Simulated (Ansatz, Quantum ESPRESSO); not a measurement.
# Band edges of In2Se2, 1 layer under strain, part 2 of 2

Wanted: deformation of the bands of In2Se2, 1 layer, driven from Python.

Quantum ESPRESSO 7.5; plane-wave DFT, PBE, GBRV ultrasoft pseudopotentials; geometry by Ansatz 0.2.0 with PAW datasets.

So far: The structure; Relaxation with Ansatz.

## 3. Running the series

Under ESM bc1 levels count from the vacuum, or from the mean of the two vacuum levels where the sheet has a dipole, so band edges at unlike strains can be compared.

Level of this step: plane-wave DFT, PBE, GBRV ultrasoft pseudopotentials (Quantum ESPRESSO 7.5).

File run.py:

```python
import json
import numpy as np
from ase import Atoms
from ase.calculators.espresso import Espresso, EspressoProfile

profile = EspressoProfile(command='mpirun -n 4 pw.x -nk 4', pseudo_dir='../pseudo')
pseudopotentials = {'In': 'in_pbe_v1.4.uspp.F.UPF', 'Se': 'se_pbe_v1.uspp.F.UPF'}
system = {'ecutwfc': 40, 'ecutrho': 200, 'occupations': 'smearing', 'smearing': 'fd', 'degauss': 0.002}


def calculator(name, kpts, **extra):
    data = dict(control=dict(tprnfor=True, verbosity='high', disk_io='none'),
                system=system | extra,
                electrons=dict(conv_thr=1e-09, mixing_beta=0.4, mixing_mode='plain',
                               electron_maxstep=100))
    return Espresso(profile=profile, directory=name, pseudopotentials=pseudopotentials, kpts=kpts, input_data=data)


def centre(atoms):
    z = atoms.positions[:, 2]
    atoms.positions[:, 2] -= (z.max() + z.min()) / 2  # ESM wants the slab about z = 0
    return atoms

sheet = Atoms(
    ['Se', 'In', 'In', 'Se'],
    scaled_positions=[
        [0.3333333333, 0.6666666667, 0.3665501302],
        [0.0000000000, 0.0000000000, 0.4298423168],
        [0.0000000000, 0.0000000000, 0.5701575740],
        [0.3333333333, 0.6666666667, 0.6334499790]],
    cell=[
        [4.086352888356, 0.000000000000, 0.000000000000],
        [-2.043176444178, 3.538885410144, 0.000000000000],
        [0.000000000000, 0.000000000000, 20.142909464100]],
    pbc=True)

rows = []
for strain in [-0.03, -0.015, 0.0, 0.015, 0.03]:
    atoms = sheet.copy()
    atoms.set_cell(sheet.cell.array * [[1 + strain], [1 + strain], [1]], scale_atoms=True)
    atoms = centre(atoms)
    atoms.calc = calculator(f's{strain:+.3f}', (12, 12, 1), assume_isolated='esm', esm_bc='bc1', nbnd=23)
    energy = atoms.get_potential_energy()
    levels = np.array([atoms.calc.get_eigenvalues(kpt=i) for i in range(len(atoms.calc.get_ibz_k_points()))])
    top, bottom = levels[:, 18].max(), levels[:, 19].min()
    direct = (levels[:, 19] - levels[:, 18]).min()
    rows.append([strain, energy, top, bottom, direct])
    print(f'strain {strain:+.3f}: E = {energy:.5f} eV, valence top {top:.3f}, conduction bottom {bottom:.3f}, '
          f'gap {bottom - top:.3f}, least direct gap {direct:.3f} eV')

x, energy, top, bottom, direct = np.array(rows).T
area = np.linalg.norm(np.cross(*sheet.cell[:2]))
stiffness = np.polyfit(x, energy, 2)[0] / area * 16.0218  # C11 + C12, heights clamped
print(f'valence and conduction edges move by {np.polyfit(x, top, 1)[0]:.2f} and {np.polyfit(x, bottom, 1)[0]:.2f} eV per unit biaxial strain')
print(f'C11 + C12 with clamped heights: {stiffness:.1f} N/m')
json.dump(dict(rows=rows, stiffness=stiffness), open('result.json', 'w'))
```

Started as:

```console
$ OMP_NUM_THREADS=1 python run.py
```

What it wrote:

```text
strain -0.030: E = -4820.55346 eV, valence top -5.950, conduction bottom -4.212, gap 1.738, least direct gap 1.827 eV
strain -0.015: E = -4820.61598 eV, valence top -5.940, conduction bottom -4.388, gap 1.552, least direct gap 1.630 eV
strain +0.000: E = -4820.63378 eV, valence top -5.933, conduction bottom -4.556, gap 1.377, least direct gap 1.449 eV
strain +0.015: E = -4820.61251 eV, valence top -5.932, conduction bottom -4.715, gap 1.217, least direct gap 1.285 eV
strain +0.030: E = -4820.55723 eV, valence top -5.935, conduction bottom -4.863, gap 1.072, least direct gap 1.137 eV
valence and conduction edges move by 0.26 and -10.86 eV per unit biaxial strain
C11 + C12 with clamped heights: 96.6 N/m
```

It took 4.6 min on 4 MPI ranks of Arm Neoverse V2, shared host; peak memory 0.82 GiB; 18 min of CPU time.

The input that ASE wrote for the first run, and its log:

```
&CONTROL
   verbosity        = 'high'
   tprnfor          = .true.
   disk_io          = 'none'
   pseudo_dir       = '../pseudo'
/
&SYSTEM
   nbnd             = 23
   ecutwfc          = 40
   ecutrho          = 200
   occupations      = 'smearing'
   degauss          = 0.002
   smearing         = 'fd'
   assume_isolated  = 'esm'
   esm_bc           = 'bc1'
   ntyp             = 2
   nat              = 4
   ibrav            = 0
/
&ELECTRONS
   electron_maxstep = 100
   conv_thr         = 1e-09
   mixing_mode      = 'plain'
   mixing_beta      = 0.4
/
&IONS
/
&CELL
/
&FCP
/
&RISM
/
ATOMIC_SPECIES
Se 78.971 se_pbe_v1.uspp.F.UPF
In 114.818 in_pbe_v1.4.uspp.F.UPF

K_POINTS automatic
12 12 1  0 0 0

CELL_PARAMETERS angstrom
3.96376230170532 0.00000000000000 0.00000000000000
-1.98188115085266 3.43271884783968 0.00000000000000
0.00000000000000 0.00000000000000 20.14290946410000

ATOMIC_POSITIONS angstrom
Se -0.0000000002 2.2884792320 -2.6880697452  
In 0.0000000000 0.0000000000 -1.4131809607  
In 0.0000000000 0.0000000000 1.4131765615  
Se -0.0000000002 2.2884792320 2.6880697452
```

```text
Program PWSCF v.7.5 starts
[citation notice left out]

     Parallel version (MPI & OpenMP), running on       4 processor cores
     Number of MPI processes:                 4
     Threads/MPI process:                     1

     MPI processes distributed on     1 nodes
[... 1 line left out ...]

Warning: card &CELL ignored
Warning: card &FCP ignored
Warning: card &RISM ignored

     Current dimensions of program PWSCF are:
     Max number of different atomic species (ntypx) = 10
     Max number of k-points (npk) =  40000
     Max angular momentum in pseudopotentials (lmaxx) =  4
     Message from routine setup:
     using ibrav=0 with symmetry is DISCOURAGED, use correct ibrav instead

     K-points division:     npool     =       4
     Subspace diagonalization in iterative solution of the eigenvalue problem:
     a serial algorithm will be used

     G-vector sticks info
     --------------------
     sticks:   dense  smooth     PW     G-vecs:    dense   smooth      PW
     Sum         769     613    187                88335    62997   10169

     Using Slab Decomposition

     bravais-lattice index     =            0
     lattice parameter (alat)  =       7.4904  a.u.
     unit-cell volume          =    1849.5439 (a.u.)^3
     number of atoms/cell      =            4
     number of atomic types    =            2
     number of electrons       =        38.00
     number of Kohn-Sham states=           23
     kinetic-energy cutoff     =      40.0000  Ry
     charge density cutoff     =     200.0000  Ry
     scf convergence threshold =      1.0E-09
     mixing beta               =       0.4000
     number of iterations used =            8  plain     mixing
     Exchange-correlation=  SLA  PW   PBX  PBC
                           (   1   4   3   4   0   0   0)

     Effective Screening Medium Method
     =================================
     Boundary Conditions: Vacuum-Slab-Vacuum
     total charge in unit cell        =   0.0000
     grid points for fit at edges     =        4

[... 10 lines left out ...]
     PseudoPot. # 1 for Se read from file:
     ../pseudo/se_pbe_v1.uspp.F.UPF
     Pseudo is Ultrasoft + core correction, Zval =  6.0
     Generated by new atomic code, or converted to UPF format
     Using radial grid of  877 points,  6 beta functions with:
                l(1) =   0
                l(2) =   0
                l(3) =   1
                l(4) =   1
                l(5) =   2
                l(6) =   2
     Q(r) pseudized with  8 coefficients,  rinner =    1.300   1.300   1.300
                                                       1.300   1.300

     PseudoPot. # 2 for In read from file:
     ../pseudo/in_pbe_v1.4.uspp.F.UPF
     Pseudo is Ultrasoft + core correction, Zval = 13.0
     Generated by new atomic code, or converted to UPF format
     Using radial grid of  889 points,  6 beta functions with:
                l(1) =   0
[... 739 lines left out ...]
     estimated scf accuracy    <          6.6E-10 Ry
     smearing contrib. (-TS)   =      -0.00000000 Ry
     internal energy E=F+TS    =    -354.30417541 Ry

     The total energy is F=E-TS. E is the sum of the following terms:
     one-electron contribution =    1498.93308737 Ry
     hartree contribution      =    -740.86171977 Ry
     xc contribution           =    -135.04244161 Ry
     ewald contribution        =    -977.33310140 Ry

     convergence has been achieved in  25 iterations

     negative rho (up, down):  3.187E-04 0.000E+00

     Forces acting on atoms (cartesian axes, Ry/au):

     atom    1 type  1   force =     0.00000000   -0.00000000   -0.01782572
     atom    2 type  2   force =     0.00000000    0.00000000    0.01907931
     atom    3 type  2   force =     0.00000000    0.00000000   -0.01907931
     atom    4 type  1   force =     0.00000000    0.00000000    0.01782572
     The non-local contrib.  to forces
     atom    1 type  1   force =    -0.00000000   -0.00000000    0.30188417
     atom    2 type  2   force =     0.00000000    0.00000000   -0.15934390
     atom    3 type  2   force =     0.00000000    0.00000000    0.15934390
     atom    4 type  1   force =     0.00000000   -0.00000000   -0.30188417
     The ionic contribution  to forces
     atom    1 type  1   force =     0.00000000   -0.00000000  -45.17903824
     atom    2 type  2   force =    -0.00000000    0.00000000  -49.64923169
     atom    3 type  2   force =    -0.00000000    0.00000000   49.64920207
     atom    4 type  1   force =     0.00000000   -0.00000000   45.17906785
     The local contribution  to forces
     atom    1 type  1   force =     0.00000000   -0.00000000   44.89267669
     atom    2 type  2   force =     0.00000000    0.00000000   49.83042757
     atom    3 type  2   force =    -0.00000000    0.00000000  -49.82970291
     atom    4 type  1   force =     0.00000000   -0.00000000  -44.89267292
     The core correction contribution to forces
     atom    1 type  1   force =    -0.00000000    0.00000000   -0.03329221
     atom    2 type  2   force =     0.00000000   -0.00000000   -0.00235013
     atom    3 type  2   force =     0.00000000   -0.00000000    0.00240375
     atom    4 type  1   force =    -0.00000000    0.00000000    0.03329221
     The Hubbard contrib.    to forces
     atom    1 type  1   force =     0.00000000    0.00000000    0.00000000
     atom    2 type  2   force =     0.00000000    0.00000000    0.00000000
     atom    3 type  2   force =     0.00000000    0.00000000    0.00000000
     atom    4 type  1   force =     0.00000000    0.00000000    0.00000000
     The SCF correction term to forces
     atom    1 type  1   force =    -0.00000000   -0.00000000   -0.00003944
     atom    2 type  2   force =     0.00000000    0.00000000   -0.00004821
     atom    3 type  2   force =     0.00000000    0.00000000    0.00004821
     atom    4 type  1   force =    -0.00000000   -0.00000000    0.00003944

     Total force =     0.036926     Total SCF correction =     0.000088
     Message from routine punch:
     Nothing written, as per user request (disk_io='none')

[... 1 line left out ...]

[... 1 line left out ...]

[... 1 line left out ...]

[... 3 lines left out ...]

[... 1 line left out ...]

[... 2 lines left out ...]

[... 1 line left out ...]

[... 1 line left out ...]

=------------------------------------------------------------------------------=
   JOB DONE.
=------------------------------------------------------------------------------=
```

Numbers from this step:

| Item | Value |
| --- | --- |
| biaxial stiffness | 96.61 N/m |

Band edge from the vacuum level against biaxial strain:

```tsv
biaxial strain (%)	valence top (eV)	conduction bottom (eV)
-3.00	-5.95	-4.21
-1.50	-5.94	-4.39
0.00	-5.93	-4.56
1.50	-5.93	-4.71
3.00	-5.94	-4.86
```

The gap by biaxial strain:

```tsv
biaxial strain (%)	on the mesh (eV)	least direct (eV)
-3.00	1.74	1.83
-1.50	1.55	1.63
0.00	1.38	1.45
1.50	1.22	1.28
3.00	1.07	1.14
```

Energy over the lowest against biaxial strain:

```tsv
biaxial strain (%)	energy over the lowest (meV)
-3.00	80.3
-1.50	17.8
0.00	0
1.50	21.3
3.00	76.5
```

## 4. The script: RPBE, GBRV ultrasoft

Level of this step: plane-wave DFT, RPBE, GBRV ultrasoft pseudopotentials made under PBE (Quantum ESPRESSO 7.5). input_dft overrides the functional of the files.

run.py, as its differences from the input of step 3:

```diff
@@ -7,3 +7,3 @@
 pseudopotentials = {'In': 'in_pbe_v1.4.uspp.F.UPF', 'Se': 'se_pbe_v1.uspp.F.UPF'}
-system = {'ecutwfc': 40, 'ecutrho': 200, 'occupations': 'smearing', 'smearing': 'fd', 'degauss': 0.002}
+system = {'ecutwfc': 40, 'ecutrho': 200, 'input_dft': 'rpbe', 'occupations': 'smearing', 'smearing': 'fd', 'degauss': 0.002}
```

Started as:

```console
$ OMP_NUM_THREADS=1 python run.py
```

What it wrote:

```text
strain -0.030: E = -4824.47393 eV, valence top -5.873, conduction bottom -4.052, gap 1.821, least direct gap 1.903 eV
strain -0.015: E = -4824.57397 eV, valence top -5.864, conduction bottom -4.231, gap 1.633, least direct gap 1.705 eV
strain +0.000: E = -4824.62815 eV, valence top -5.859, conduction bottom -4.401, gap 1.457, least direct gap 1.523 eV
strain +0.015: E = -4824.64211 eV, valence top -5.859, conduction bottom -4.563, gap 1.296, least direct gap 1.357 eV
strain +0.030: E = -4824.62095 eV, valence top -5.864, conduction bottom -4.715, gap 1.149, least direct gap 1.207 eV
valence and conduction edges move by 0.14 and -11.06 eV per unit biaxial strain
C11 + C12 with clamped heights: 99.4 N/m
```

The job ended after 4.4 min (4 MPI ranks; peak memory 0.82 GiB; 17 min of CPU time).

This step gave:

```
biaxial stiffness : 99.40 N/m
```

The band edge from the vacuum level by biaxial strain:

```tsv
biaxial strain (%)	valence top (eV)	conduction bottom (eV)
-3.00	-5.87	-4.05
-1.50	-5.86	-4.23
0.00	-5.86	-4.40
1.50	-5.86	-4.56
3.00	-5.86	-4.72
```

Gap against biaxial strain:

```tsv
biaxial strain (%)	on the mesh (eV)	least direct (eV)
-3.00	1.82	1.90
-1.50	1.63	1.71
0.00	1.46	1.52
1.50	1.30	1.36
3.00	1.15	1.21
```

Energy over the lowest against biaxial strain:

```tsv
biaxial strain (%)	energy over the lowest (meV)
-3.00	168
-1.50	68.1
0.00	14.0
1.50	0
3.00	21.2
```

## 5. Running the series, with ecutwcf = 40

One more run, with a changed input.

Level of this step: plane-wave DFT, PBE, GBRV ultrasoft pseudopotentials (Quantum ESPRESSO 7.5).

run.py, as its differences from the input of step 3:

```diff
@@ -7,3 +7,3 @@
 pseudopotentials = {'In': 'in_pbe_v1.4.uspp.F.UPF', 'Se': 'se_pbe_v1.uspp.F.UPF'}
-system = {'ecutwfc': 40, 'ecutrho': 200, 'occupations': 'smearing', 'smearing': 'fd', 'degauss': 0.002}
+system = {'ecutwfc': 40, 'ecutrho': 200, 'occupations': 'smearing', 'smearing': 'fd', 'degauss': 0.002, 'ecutwcf': 40}
 
@@ -14,3 +14,3 @@
                 electrons=dict(conv_thr=1e-09, mixing_beta=0.4, mixing_mode='plain',
-                               electron_maxstep=100))
+                               electron_maxstep=60))
     return Espresso(profile=profile, directory=name, pseudopotentials=pseudopotentials, kpts=kpts, input_data=data)
@@ -37,3 +37,3 @@
 rows = []
-for strain in [-0.03, -0.015, 0.0, 0.015, 0.03]:
+for strain in [-0.03, -0.015, 0.0]:
     atoms = sheet.copy()
```

Started as:

```console
$ OMP_NUM_THREADS=1 python run.py
```

What it wrote:

```text
subprocess.CalledProcessError: the calculator's command failed
```

Elapsed: 1 s, on 4 MPI ranks; peak memory 0.32 GiB.

The input that ASE wrote for the run that failed, and its log:

```
&CONTROL
   verbosity        = 'high'
   tprnfor          = .true.
   disk_io          = 'none'
   pseudo_dir       = '../pseudo'
/
&SYSTEM
   nbnd             = 23
   ecutwfc          = 40
   ecutrho          = 200
   occupations      = 'smearing'
   degauss          = 0.002
   smearing         = 'fd'
   assume_isolated  = 'esm'
   esm_bc           = 'bc1'
   ecutwcf          = 40
   ntyp             = 2
   nat              = 4
   ibrav            = 0
/
&ELECTRONS
   electron_maxstep = 60
   conv_thr         = 1e-09
   mixing_mode      = 'plain'
   mixing_beta      = 0.4
/
&IONS
/
&CELL
/
&FCP
/
&RISM
/
ATOMIC_SPECIES
Se 78.971 se_pbe_v1.uspp.F.UPF
In 114.818 in_pbe_v1.4.uspp.F.UPF

K_POINTS automatic
12 12 1  0 0 0

CELL_PARAMETERS angstrom
3.96376230170532 0.00000000000000 0.00000000000000
-1.98188115085266 3.43271884783968 0.00000000000000
0.00000000000000 0.00000000000000 20.14290946410000

ATOMIC_POSITIONS angstrom
Se -0.0000000002 2.2884792320 -2.6880697452  
In 0.0000000000 0.0000000000 -1.4131809607  
In 0.0000000000 0.0000000000 1.4131765615  
Se -0.0000000002 2.2884792320 2.6880697452
```

```text
Program PWSCF v.7.5 starts
[citation notice left out]

     Parallel version (MPI & OpenMP), running on       4 processor cores
     Number of MPI processes:                 4
     Threads/MPI process:                     1

     MPI processes distributed on     1 nodes
[... 1 line left out ...]

 %%%%%%%%%%%%%%%%%%%%%%%%%%%%%%%%%%%%%%%%%%%%%%%%%%%%%%%%%%%%%%%%%%%%%%%%%%%%%%
     Error in routine  read_namelists (1):
      bad line in namelist &system: "   ecutwcf          = 40" (error could be in the previous line)
 %%%%%%%%%%%%%%%%%%%%%%%%%%%%%%%%%%%%%%%%%%%%%%%%%%%%%%%%%%%%%%%%%%%%%%%%%%%%%%

     stopping ...
```

The program refused the input before any cycle.

A key was misspelt on purpose.

The namelist reader stops at a key that the namelist doesn't hold; the line has to be put right or, where the proper key already stands in the input, deleted.

## 6. By hand

Under equal strain ε in the plane, E = A (C11 + C12) ε². From the points at ±1.5 %: d²E/dε² = (17.80 + 21.27 − 2 × 0.00) meV / 0.015² = 174 eV, and 174/(2 × 14.461 Å²) × 16.02 = 96 N/m.

## 7. Outcome

```
C11 + C12, heights clamped, PBE, GBRV ultrasoft                                               : 97 N/m
gap on the mesh at zero strain, PBE, GBRV ultrasoft                                           : 1.38 eV
valence top below the vacuum at zero strain, PBE, GBRV ultrasoft                              : 5.93 eV
shift of the valence top per unit biaxial strain, PBE, GBRV ultrasoft                         : 0.3 eV
shift of the conduction bottom per unit biaxial strain, PBE, GBRV ultrasoft                   : -10.9 eV
C11 + C12, heights clamped, RPBE, GBRV ultrasoft (made under PBE)                             : 99 N/m
gap on the mesh at zero strain, RPBE, GBRV ultrasoft (made under PBE)                         : 1.46 eV
valence top below the vacuum at zero strain, RPBE, GBRV ultrasoft (made under PBE)            : 5.86 eV
shift of the valence top per unit biaxial strain, RPBE, GBRV ultrasoft (made under PBE)       : 0.1 eV
shift of the conduction bottom per unit biaxial strain, RPBE, GBRV ultrasoft (made under PBE) : -11.1 eV
```

In words: The sheet's biaxial stiffness comes to 97 N/m and its gap at zero strain to 1.38 eV (PBE, GBRV ultrasoft). From −3 % to +3 % the gap on the mesh goes from 1.74 to 1.07 eV; it is indirect at every strain. Heights are clamped under strain, which makes a sheet with several atomic planes too stiff. Zero strain is the PBE cell; under RPBE the energy is lowest near +1.3 %, so its stiffness is taken away from its own minimum. Semilocal gaps are too small. Spin-orbit coupling is left out; depending on the atoms that carry the levels of interest, it can split and shift them by tens to hundreds of meV.

[Logs are printed without paths, hosts, clocks, repeated set-up lines and the standing remarks that a program may print on its own settings, such as how far it seeks lower states.]

[Hosts, paths, dates, database ids (printed as entryN), source tags and the programs' standing remarks are cut or masked in the printed files.]

[Maps of the electrostatic potential energy from Ansatz leave out the sawtooth potential of an applied field or a dipole correction, so their vacuum need not be flat; planar profiles and work functions include it.]
